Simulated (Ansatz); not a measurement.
# Li₂O: computed properties

The calculation used DFT r2SCAN, scalar-relativistic, plane waves, PAW in Ansatz 0.2.0.

Plane waves to 500 eV, a k mesh through Γ of 8×8×8 on the computed 3-atom cell and Gaussian smearing (0.02 eV); no spin polarisation.

The structure is relaxed at this level of theory with its symmetry kept.

```xyz
3
Lattice="0.0000 2.2864 2.2864 2.2864 0.0000 2.2864 2.2864 2.2864 0.0000" Properties=species:S:1:pos:R:3 pbc="T T T"
Li    1.1432    1.1432    1.1432
Li    3.4296    3.4296    3.4296
O     0.0000    0.0000    0.0000
```

Task: Formation energy from the elements' standard states (uncorrected)?

Result: -1.982 eV/atom.

Task: Generalised Kohn–Sham band gap?

Result: 5.77 eV, indirect from Γ to X.

Task: Löwdin character of the top 1 eV of the valence band?

Result: O 2p 96 %.

Task: Electron masses at the edge by Cartesian direction of the standard setting (m_e; degenerate bands sorted by energy; no spin-orbit coupling)?

Result: x: 0.81; y: 0.43; z: 0.43.

Task: Hole masses at the edge by Cartesian direction of the standard setting (m_e; degenerate bands sorted by energy; no spin-orbit coupling)?

Result: x: 1.8, 1.8, 0.96; y: 1.8, 1.8, 0.96; z: 1.8, 1.8, 0.96.

Task: Bulk modulus?

Result: 87 GPa.

Task: Its pressure derivative?

Result: 3.9.

Task: Electronic dielectric constant xx, yy, zz of the standard setting (independent particles)?

Result: 2.7, 2.7, 2.7.

Task: Bader charges (e)?

Result: Li (2 in the cell) 0.87, O (1 in the cell) -1.73.

Cost: 12 runs of about 2.1 core-minutes in all, on Intel Xeon Processor @ 2.50GHz (Skylake/Cascade Lake) (shared hosts).